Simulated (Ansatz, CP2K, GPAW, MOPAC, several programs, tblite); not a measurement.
**What cheap methods get right for CO2**

How much accuracy does each second buy? CO2 is computed with 11 methods of unlike cost, up to r2SCAN.

Computed with MOPAC, CP2K, tblite, Ansatz, GPAW (versions at each run) (no spin polarisation, static lattice; gaps from single points on the cell relaxed beforehand with r²SCAN+rVV10, unless a step's input says otherwise).

## Step 1: The structure to begin with

Symmetry: P4_2/mnm, No. 136, tetragonal system. Conventional cell: a = 4.193 Å, b = 4.193 Å, c = 4.605 Å, α = 90.00°, β = 90.00°, γ = 90.00°. C (site symmetry mmm) is surrounded by 2 O at 1.16 Å. O (site symmetry m2m) has 1 C at 1.16 Å in its first shell of neighbours.

Structure file:

```
C O
1.0
     4.19256    0.00000    0.00000
     0.00000    4.19256    0.00000
     0.00000    0.00000    4.60511
C O
2 4
Direct
  0.50000 0.50000 0.50000
  0.00000 0.00000 0.00000
  0.30427 0.69573 0.50000
  0.69573 0.30427 0.50000
  0.19573 0.19573 0.00000
  0.80427 0.80427 0.00000
```

The structure type (database structure) is imposed and need not be the compound's stable one.

**Question.** The methods are PM6, PM7, DFTB, GFN1-xTB (tblite), GFN2-xTB (tblite), PBE/DZVP, PBE/SZV, coarse PBE, GLLB-SC, PBE, r2SCAN. What gap does r2SCAN give on this cell, and which other methods (full PBE left aside) come nearest to r2SCAN and farthest in gap?

| quantity | value |
| --- | --- |
| r2SCAN | gap 7.28 eV |
| gap: nearest and farthest of the other methods | PBE/SZV (+0.01 eV), PM7 (+5.88 eV) |

What this shows: Among the 9 methods compared for the gap (full PBE left aside), PBE/SZV is nearest to r2SCAN and PM7 farthest. A minimal basis or a coarse cutoff and mesh shifts results by its own error, so closeness to r2SCAN can be chance. Cluster runs see only the k-points that fold onto the zone centre, so their gaps can miss the band edges. GLLB-SC is compared with its derivative discontinuity added. No r2SCAN modulus is at hand, so moduli aren't ranked. CPU times run from 0.79 s (coarse PBE) to 20 s (GLLB-SC). On this cell GLLB-SC cost more than r2SCAN itself (13 s), so it is no saving here. r2SCAN is a yardstick, not the truth: it usually gives gaps below the measured ones.
